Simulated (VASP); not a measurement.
# O on Co(0001): binding against coverage

Aim: adsorption energy and work function of O on Co(0001) from low coverage to a full layer.

Calculated with VASP 6.6.1; PBE, spin-polarised from a ferromagnetic start; plane waves and PAW (Co), in the first sound run; inputs show where later runs differ.

## (1) The structure

It takes space group P6_3/mmc (No. 194, hexagonal). Conventional cell: a = 2.510 Å, b = 2.510 Å, c = 4.071 Å, α = 90.00°, β = 90.00°, γ = 120.00°. Nearest to Co lie 12 Co at 2.50 to 2.51 Å.

As a file:

```xyz
2
Lattice="2.5100 0.0000 0.0000 -1.2550 2.1737 0.0000 0.0000 0.0000 4.0712" Properties=species:S:1:pos:R:3 pbc="T T T"
Co    0.0000    0.0000    0.0000
Co    0.0000    1.4491    2.0356
```

## (2) The bulk reference, job relaxation, k-mesh 18×18×10

The bulk crystal is relaxed first, so that the slabs are cut at this functional's lattice.

File INCAR:

```
SYSTEM = Co
PREC = Accurate
ENCUT = 570
EDIFF = 1E-06
NELM = 120
ISMEAR = 1
SIGMA = 0.15
LREAL = .FALSE.
ALGO = Normal
GGA = PE
NBANDS = 19
ISPIN = 2
MAGMOM = 2 2
LASPH = .TRUE.
LMAXMIX = 4
LORBIT = 11
LWAVE = .FALSE.
LCHARG = .FALSE.
KPAR = 8
IBRION = 2
NSW = 30
ISIF = 3
EDIFFG = -0.01
POTIM = 0.4
```

File POSCAR:

```
Co
1.0
    2.5100000000      0.0000000000      0.0000000000
   -1.2550000000      2.1737237635      0.0000000000
    0.0000000000      0.0000000000      4.0712200000
Co
2
Direct
    0.0000000000      0.0000000000      0.0000000000
    0.3333333333      0.6666666667      0.5000000000
```

File KPOINTS:

```
Automatic mesh
0
Gamma
18 18 10
0 0 0
```

Potentials, in the order of the species: Co (PBE family, release 64).

Launch:

```console
$ mpirun -np 8 vasp_std
```

The program printed:

```text
[banner, memory and clock lines left out]
running    8 mpi-ranks, on    1 nodes
 distrk:  each k-point on    1 cores,    8 groups
 distr:  one band on    1 cores,    1 groups

 POSCAR found type information on POSCAR Co
 POSCAR found :  1 types and       2 ions
|                                                                             |
|           W    W    AA    RRRRR   N    N  II  N    N   GGGG   !!!           |
|           W    W   A  A   R    R  NN   N  II  NN   N  G    G  !!!           |
|           W    W  A    A  R    R  N N  N  II  N N  N  G       !!!           |
|           W WW W  AAAAAA  RRRRR   N  N N  II  N  N N  G  GGG   !            |
|           WW  WW  A    A  R   R   N   NN  II  N   NN  G    G                |
|           W    W  A    A  R    R  N    N  II  N    N   GGGG   !!!           |
|                                                                             |
|     For optimal performance we recommend to set                             |
|       NCORE = 2 up to number-of-cores-per-socket                            |
|     NCORE specifies how many cores store one orbital (NPAR=cpu/NCORE).      |
|     This setting can greatly improve the performance of VASP for DFT.       |
|     The default, NCORE=1 might be grossly inefficient on modern             |
|     multi-core architectures or massively parallel machines. Do your        |
|     Unfortunately you need to use the default for GW and RPA                |
|     calculations (for HF NCORE is supported but not extensively tested      |
|     yet).                                                                   |
|                                                                             |

 LDA part: xc-table for (Slater+PW92), standard interpolation
 POSCAR, INCAR and KPOINTS ok, starting setup
 FFT: planning ... GRIDC
 FFT: planning ... GRID_SOFT
 FFT: planning ... GRID
 WAVECAR not read
 entering main loop
       N       E                     dE             d eps       ncg     rms          rms(c)
DAV:   1     0.914949085491E+02    0.91495E+02   -0.84856E+03 17568   0.135E+03
DAV:   2    -0.115400060193E+02   -0.10303E+03   -0.93367E+02 17061   0.232E+02
DAV:   3    -0.160713411616E+02   -0.45313E+01   -0.43499E+01 18713   0.609E+01
DAV:   4    -0.161487537879E+02   -0.77413E-01   -0.77338E-01 21073   0.678E+00
DAV:   5    -0.161508956458E+02   -0.21419E-02   -0.21417E-02 19619   0.103E+00    0.146E+01
DAV:   6    -0.145251590558E+02    0.16257E+01   -0.85959E+00 18540   0.597E+01    0.706E+00
DAV:   7    -0.140955732906E+02    0.42959E+00   -0.13407E+00 19423   0.220E+01    0.375E+00
DAV:   8    -0.140761240449E+02    0.19449E-01   -0.15597E-02 22315   0.126E+00    0.163E+00
DAV:   9    -0.140619061020E+02    0.14218E-01   -0.32413E-03 26145   0.105E+00    0.417E-01
DAV:  10    -0.140612001992E+02    0.70590E-03   -0.71447E-04 22198   0.320E-01    0.510E-02
DAV:  11    -0.140611800004E+02    0.20199E-04   -0.39784E-05 23541   0.780E-02    0.338E-02
DAV:  12    -0.140611806917E+02   -0.69134E-06   -0.40764E-06 18341   0.244E-02
   1 F= -.14061181E+02 E0= -.14061381E+02  d E =-.140612E+02  mag=     3.2047
 curvature:   0.00 expect dE= 0.000E+00 dE for cont linesearch  0.000E+00
 trial: gam= 0.00000 g(F)=  0.852E-48 g(S)=  0.351E-01 ort = 0.000E+00 (trialstep = 0.100E+01)
 search vector abs. value=  0.351E-01
 bond charge predicted
       N       E                     dE             d eps       ncg     rms          rms(c)
DAV:   1    -0.145245278138E+02   -0.46335E+00   -0.36012E+00 18438   0.328E+01    0.551E+00
DAV:   2    -0.141606449997E+02    0.36388E+00   -0.12567E+00 18491   0.240E+01    0.352E+00
DAV:   3    -0.140788357533E+02    0.81809E-01   -0.16545E-01 18262   0.809E+00    0.147E+00
DAV:   4    -0.140726473565E+02    0.61884E-02   -0.28156E-03 20476   0.578E-01    0.513E-01
DAV:   5    -0.140671754181E+02    0.54719E-02   -0.90480E-04 26157   0.383E-01    0.122E-01
DAV:   6    -0.140671129760E+02    0.62442E-04   -0.19951E-04 22142   0.141E-01    0.488E-02
DAV:   7    -0.140671110648E+02    0.19112E-05   -0.12557E-05 18791   0.395E-02    0.184E-02
DAV:   8    -0.140671085582E+02    0.25066E-05   -0.53097E-07 10590   0.913E-03    0.257E-03
DAV:   9    -0.140671084189E+02    0.13930E-06   -0.88966E-08  8910   0.412E-03
   2 F= -.14067108E+02 E0= -.14067069E+02  d E =-.592773E-02  mag=     3.1674
[...]
3 F= -.14071918E+02 E0= -.14072009E+02  d E =-.107377E-01  mag=     3.1835
 curvature:  -0.30 expect dE=-0.210E-04 dE for cont linesearch -0.430E-09
 trial: gam= 0.00182 g(F)=  0.385E-46 g(S)=  0.711E-04 ort = 0.715E-05 (trialstep = 0.921E+00)
 search vector abs. value=  0.712E-04
 bond charge predicted
       N       E                     dE             d eps       ncg     rms          rms(c)
DAV:   1    -0.140720837536E+02   -0.16542E-03   -0.41273E-03 18650   0.451E-01    0.730E-02
DAV:   2    -0.140719913637E+02    0.92390E-04   -0.59900E-05 21717   0.117E-01    0.376E-02
DAV:   3    -0.140719595088E+02    0.31855E-04   -0.37677E-05 21254   0.618E-02    0.126E-02
DAV:   4    -0.140719609902E+02   -0.14813E-05   -0.30363E-06 16965   0.216E-02    0.285E-03
DAV:   5    -0.140719607638E+02    0.22634E-06   -0.18159E-07  8733   0.693E-03
   4 F= -.14071961E+02 E0= -.14072052E+02  d E =-.423748E-04  mag=     3.1824
 trial-energy change:   -0.000042  1 .order   -0.000045   -0.000065   -0.000024
 step:   1.4569(harm=  1.4569)  dis= 0.00000  next Energy=   -14.071970 (dE=-0.518E-04)
 reached required accuracy - stopping structural energy minimisation
```

Elapsed: 41 s, on 8 MPI ranks of AMD EPYC 9R45, shared host; peak memory 2 GiB; 4.3 min of CPU time.

Lines that name or quote the potential files are left out of all logs, and their timing lines are given in words.

OUTCAR, selected parts (step 2):

```text
ion  position               nearest neighbor table
   1  0.000  0.000  0.000-   2 2.50   2 2.50   2 2.50   2 2.50   2 2.50   2 2.50
   2  0.333  0.667  0.500-   1 2.50   1 2.50   1 2.50   1 2.50   1 2.50   1 2.50

  LATTYP: Found a hexagonal cell.
 ALAT       =     2.5100000000
 C/A-ratio  =     1.6220000000

 Subroutine GETGRP returns: Found 24 space group operations
 (whereof 12 operations were pure point group operations)

The static configuration has the point symmetry D_3h.
 The point group associated with its full space group is D_6h.

 Found    222 irreducible k-points:

   k-points           NKPTS =    222   k-points in BZ     NKDIM =    222   number of bands    NBANDS=     19

   dimension x,y,z NGX =    20 NGY =   20 NGZ =   32
   dimension x,y,z NGXF=    40 NGYF=   40 NGZF=   64

   ENCUT  =  570.0 eV  41.89 Ry    6.47 a.u.   4.89  4.89  7.93*2*pi/ulx,y,z

   NELECT =      18.0000    total number of electrons

 k-points in reciprocal lattice and weights: Automatic mesh
   0.00000000  0.00000000  0.00000000       0.000
   0.05555556 -0.00000000  0.00000000       0.002
   0.11111111 -0.00000000  0.00000000       0.002
   0.16666667 -0.00000000  0.00000000       0.002
   0.22222222 -0.00000000  0.00000000       0.002
   0.27777778 -0.00000000  0.00000000       0.002
   0.33333333 -0.00000000  0.00000000       0.002
   0.38888889 -0.00000000  0.00000000       0.002
   0.44444444 -0.00000000  0.00000000       0.002
[...]
0.33333333  0.27777778  0.50000000       0.004
   0.33333333  0.33333333  0.50000000       0.001

 average (electrostatic) potential at core
       1 -78.2416       2 -78.2416

 E-fermi :  10.3068

 spin component 1
 k-point     1 :       0.0000    0.0000    0.0000
  band No.  band energies     occupation
    ...
      8       8.3828      1.00000
      9       8.3828      1.00000
     10       9.4858      1.00000
     11       9.4858      1.00000
     12      10.2334      0.86430
     13      16.6948      0.00000
     14      32.3338      0.00000
     15      34.9389      0.00000
     16      34.9389      0.00000
     17      35.4462      0.00000
    ...

 k-point     2 :       0.0556   -0.0000    0.0000
  band No.  band energies     occupation
    ...
      7       8.0796      1.00000
      8       8.3275      1.00000
      9       8.3503      1.00000
     10       8.9991      1.00000
     11       9.4999      1.00000
     12      10.8487     -0.00000
     13      16.7132      0.00000
     14      31.5340      0.00000
     15      33.3239      0.00000
     16      33.6512      0.00000
    ...

 k-point     3 :       0.1111   -0.0000    0.0000
  band No.  band energies     occupation
    ...
      7       8.0444      1.00000
      8       8.2112      1.00000
      9       8.2616      1.00000
     10       8.5307      1.00000
     11       9.5357      1.00000
     12      11.8223     -0.00000
     13      16.7729      0.00000
     14      29.2474      0.00000
     15      31.9822      0.00000
     16      32.4823      0.00000
    ...

 k-point     4 :       0.1667   -0.0000    0.0000
  band No.  band energies     occupation
    ...
      7       8.1568      1.00000
      8       8.2034      1.00000
      9       8.3439      1.00000
     10       8.4174      1.00000
     11       9.5799      1.00000
     12      12.9111     -0.00000
     13      16.8860      0.00000
     14      26.6647      0.00000
     15      30.4097      0.00000
     16      31.8800      0.00000
    ...

 k-point     5 :       0.2222   -0.0000    0.0000
  band No.  band energies     occupation
    ...
      7       8.2078      1.00000
      8       8.4570      1.00000
      9       8.4677      1.00000
     10       8.6790      1.00000
     11       9.6220      1.00000
     12      14.0903      0.00000
     13      17.0642      0.00000
     14      24.1455      0.00000
     15      28.9796      0.00000
     16      31.1609      0.00000
    ...

 k-point     6 :       0.2778   -0.0000    0.0000
  band No.  band energies     occupation
    ...
      7       8.0796      1.00000
      8       8.7913      1.00000
      9       8.8280      1.00000
     10       8.9705      1.00000
     11       9.6564      1.00000
     12      15.3485      0.00000
     13      17.2811      0.00000
     14      21.8276      0.00000
     15      27.7230      0.00000
     16      29.3318      0.00000
    ...

  Total        0.0092345      0.0092345     -0.0180930      0.0000000     -0.0000000     -0.0000000
  in kB        0.6844880      0.6844880     -1.3411093      0.0000000     -0.0000000     -0.0000000
  external PRESSURE =       0.0092889 kB  Pullay stress =       0.0000000 kB

  energy-cutoff  :      570.00
  volume of cell :       21.62
      direct lattice vectors                 reciprocal lattice vectors
     2.489221785 -0.000000000  0.000000000     0.401731981  0.231940068 -0.000000000
    -1.244610893  2.155729302  0.000000000     0.000000000  0.463880135 -0.000000000
     0.000000000  0.000000000  4.028084631    -0.000000000 -0.000000000  0.248256949

 POSITION                                       TOTAL-FORCE (eV/Angst)
 -----------------------------------------------------------------------------------
      2.48922     -0.00000      0.00000        -0.000000      0.000000      0.000000
     -0.00000      1.43715      2.01404         0.000000     -0.000000      0.000000
 -----------------------------------------------------------------------------------
    total drift:                               -0.000000      0.000000     -0.000000

  FREE ENERGIE OF THE ION-ELECTRON SYSTEM (eV)
  ---------------------------------------------------
  free  energy   TOTEN  =       -14.0719607638 eV

  energy  without entropy=      -14.0722348638  energy(sigma->0) =      -14.07205213

 reached required accuracy - stopping structural energy minimisation

 total charge
# of ion       s       p       d       tot
------------------------------------------
    1        0.490   0.524   7.267   8.281
    2        0.490   0.524   7.267   8.281
--------------------------------------------------
tot          0.980   1.048  14.533  16.561

 magnetization (x)
# of ion       s       p       d       tot
------------------------------------------
    1       -0.015  -0.056   1.683   1.612
    2       -0.015  -0.056   1.683   1.612
--------------------------------------------------
tot         -0.031  -0.113   3.367   3.223

[... 6 further parts left out ...]
```

CONTCAR:

```
Co
   1.00000000000000
     2.4892217852352991   -0.0000000000000000    0.0000000000000000
    -1.2446108926176496    2.1557293016684538    0.0000000000000000
     0.0000000000000000    0.0000000000000000    4.0280846307152247
  Co
     2
Direct
     1.0000000000000000    0.0000000000000000    0.0000000000000000
     0.3333333332999970    0.6666666667000030    0.5000000000000000
```

The magnetic state follows from one typed start and may not be the lowest. The run keeps the 24 symmetry operations of its start, so it cannot find a distortion of lower symmetry.

The steps of the relaxation:

```csv
step,energy less that of the first step (eV),largest force (eV/Å),pressure (GPa),volume (Å³)
1,0.0000,0.0000,-5.60,22.21
2,-0.0059,0.0000,4.09,21.23
3,-0.0107,0.0000,0.01,21.61
4,-0.0108,0.0000,0.00,21.62
```

```csv
"conventional cell, symmetrised",before,after,change
a (Å),2.510,2.489,-0.8 %
b (Å),2.510,2.489,-0.8 %
c (Å),4.071,4.028,-1.1 %
volume (Å³/atom),11.11,10.81,-2.7 %
```

The relaxed structure:

```xyz
2
Lattice="2.4892 0.0000 0.0000 -1.2446 2.1557 0.0000 0.0000 0.0000 4.0281" Properties=species:S:1:pos:R:3 pbc="T T T"
Co    0.0000    0.0000    0.0000
Co    0.0000    1.4372    2.0140
```

Numbers from this step:

- electronic cycles: 35
- electrons: 18
- free energy (TOTEN): -14.07 eV
- energy at zero smearing: -14.07 eV
- Fermi energy: 10.31 eV
- moment of the cell, from the last line of the log: 3.182 μB
- metallic: yes

Spin moment in the PAW sphere by atom:

```csv
atom,spin moment in the PAW sphere (μB)
Co1,1.61
Co2,1.61
```

The run ended after 4 ionic steps, 0.011 eV below its first step, once forces and stress met EDIFFG = -0.01.

Energy at zero smearing: -14.07205 eV.

## (3) The bulk reference, job self-consistent run, k-mesh 21×21×12

File INCAR:

```
SYSTEM = Co
PREC = Normal
ENCUT = 440
EDIFF = 1E-06
NELM = 120
ISMEAR = 1
SIGMA = 0.15
LREAL = .FALSE.
ALGO = Fast
GGA = PE
NBANDS = 19
ISPIN = 2
MAGMOM = 2 2
LASPH = .TRUE.
LMAXMIX = 4
LORBIT = 11
LWAVE = .FALSE.
LCHARG = .FALSE.
KPAR = 8
```

File POSCAR:

```
Co
1.0
    2.4892217852      0.0000000000      0.0000000000
   -1.2446108926      2.1557293017      0.0000000000
    0.0000000000      0.0000000000      4.0280846307
Co
2
Direct
    0.0000000000      0.0000000000      0.0000000000
    0.3333333333      0.6666666667      0.5000000000
```

File KPOINTS:

```
Automatic mesh
0
Gamma
21 21 12
0 0 0
```

Launch:

```console
$ mpirun -np 8 vasp_std
```

The program printed:

```text
[banner, memory and clock lines left out]
running    8 mpi-ranks, on    1 nodes
[...]
[... a notice as in an earlier step ...]

 LDA part: xc-table for (Slater+PW92), standard interpolation
 POSCAR, INCAR and KPOINTS ok, starting setup
[...]
entering main loop
       N       E                     dE             d eps       ncg     rms          rms(c)
DAV:   1     0.776840635460E+02    0.77684E+02   -0.70829E+03 27259   0.111E+03
DAV:   2    -0.124087122911E+02   -0.90093E+02   -0.81315E+02 25971   0.208E+02
DAV:   3    -0.160694161860E+02   -0.36607E+01   -0.35379E+01 28268   0.530E+01
DAV:   4    -0.161332073718E+02   -0.63791E-01   -0.63737E-01 32662   0.590E+00
[...]
RMM:  13    -0.140694108278E+02   -0.19307E-05   -0.17350E-05 34024   0.452E-02    0.156E-02
RMM:  14    -0.140694073349E+02    0.34929E-05   -0.76106E-06 34135   0.231E-02    0.375E-03
RMM:  15    -0.140694070485E+02    0.28643E-06   -0.34715E-06 23265   0.986E-03
   1 F= -.14069407E+02 E0= -.14069254E+02  d E =-.458233E-03  mag=     3.1937
```

Run time: 14 s. Hardware: 8 MPI ranks; peak memory 1.7 GiB.

From OUTCAR (step 3):

```text
  Total        0.0043109      0.0043109     -0.0571577      0.0000000     -0.0000000      0.0000000
  in kB        0.3195343      0.3195343     -4.2367115      0.0000000     -0.0000000      0.0000000
  external PRESSURE =      -1.1992143 kB  Pullay stress =       0.0000000 kB

 POSITION                                       TOTAL-FORCE (eV/Angst)
 -----------------------------------------------------------------------------------
      0.00000      0.00000      0.00000         0.000000      0.000000      0.000000
     -0.00000      1.43715      2.01404         0.000000     -0.000000      0.000000
 -----------------------------------------------------------------------------------
    total drift:                               -0.000000      0.000000     -0.000000

  FREE ENERGIE OF THE ION-ELECTRON SYSTEM (eV)
  ---------------------------------------------------
  free  energy   TOTEN  =       -14.0694070485 eV

  energy  without entropy=      -14.0689488157  energy(sigma->0) =      -14.06925430

 magnetization (x)
# of ion       s       p       d       tot
------------------------------------------
    1       -0.015  -0.055   1.687   1.616
    2       -0.015  -0.055   1.687   1.616
--------------------------------------------------
tot         -0.030  -0.110   3.373   3.233

[... 3 further parts left out ...]
[key lines of the parts left out:]
E-fermi :  10.3017
```

Numbers from this step:

| Item | Value |
| --- | --- |
| electronic cycles | 15 |
| Fermi energy | 10.30 eV |
| moment of the cell, from the last line of the log | 3.194 μB |

Energy at zero smearing: -14.06925 eV.

The run ends at a pressure of -0.12 GPa.

(Part 1 of 12 ends here.)

[Lines on the potential files, build, host, timing and source positions are cut from VASP's logs without a mark.]

[Logs are printed without paths, hosts, clocks, repeated set-up lines and the standing remarks that a program may print on its own settings, such as how far it seeks lower states.]

[Hosts, paths, dates, database ids (printed as entryN), source tags and the programs' standing remarks are cut or masked in the printed files.]

[Runs that stopped without an error message from VASP are left out.]
